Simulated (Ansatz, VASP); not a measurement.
**As: VASP beside Ansatz**

File INCAR:

```
PREC = Accurate
ENCUT = 520
EDIFF = 1E-7
ISMEAR = -1
SIGMA = 0.1
LREAL = F
LASPH = T
NELM = 100
ALGO = Fast
ISIF = 2
LWAVE = F
LCHARG = F
GGA = PE
NBANDS = 8
```

KPOINTS

```
Automatic mesh
0
Gamma
  11 11 11
```

File POSCAR:

```
As
1.0
   -2.1356170000      2.1356170000      2.2976900000
    2.1356170000     -2.1356170000      2.2976900000
    2.1356170000      2.1356170000     -2.2976900000
As
1
Direct
    0.0000000000      0.0000000000      0.0000000000
```

Input for Ansatz:

```yaml
crystal:
  lattice:
    - [-2.135617, 2.135617, 2.29769]
    - [2.135617, -2.135617, 2.29769]
    - [2.135617, 2.135617, -2.29769]
  atoms:
    - { symbol: As, position: [0.0, 0.0, 0.0] }
  symmetry: { tolerance: 0.0003 }
kpoints:
  mp_grid: { grid: [11, 11, 11], shift: [0, 0, 0] }
  band_path:
    path:
      - [0.0, 0.0, 0.0]
      - [0.0, 0.0, 0.5]
      - [0.25, 0.25, 0.25]
      - [0.0, 0.5, 0.0]
      - [0.0, 0.0, 0.0]
      - [0.5, 0.5, -0.5]
      - [0.4659752, 0.5340248, -0.4659752]
      - [-0.4659752, 0.4659752, 0.4659752]
      - [0.0, 0.0, 0.0]
      - [0.0, 0.0, 0.5]
      - [-0.43195039, 0.43195039, 0.5]
    npoints: 6
magnetization:
  spin_polarized: false
scf:
  occupations: { method: fermi_dirac }
  lower_state_search: "off"
  max_iter: 200
hamiltonian:
  pseudopotentials: { kind: paw }
  xc: pbe
basis:
  ecutwfc: 420
  fft_grid_basis: typed
output:
  forces: true
  stress: true
  eigenvalues: true
  bader: true
  populations: true
  elf: true
  write_potential: true
  volumetric_format: npy
  dos:
    e_range: [-12, 8]
    de: 0.05
    projected: { site_lists: { As: [As] } }
checkpoint:
  read: saved_state
```

Alike in both runs: task single point; functional PBE; k mesh 11 × 11 × 11; no spin polarisation.

|  | VASP | Ansatz |
| --- | --- | --- |
| version | VASP 6.6.1 | Ansatz 0.2.0 |
| potentials or method | VASP PAW PBE potentials, release 64 (As) | PAW plane waves |
| plane-wave cutoff (eV) | 520 | 420 |
| occupations | fermi-dirac, width 0.1 eV | fermi-dirac |
| valence electrons in the cell | 5 | 15 |

|  | VASP | Ansatz | Ansatz less VASP |
| --- | --- | --- | --- |
| pressure (GPa) | -10.8 | -10.8 | 0.00 |
| largest component of the traceless stress (GPa) | 0.22 | 0.22 | 0.000 |

The two sets of potentials don't hold the same shells in valence.
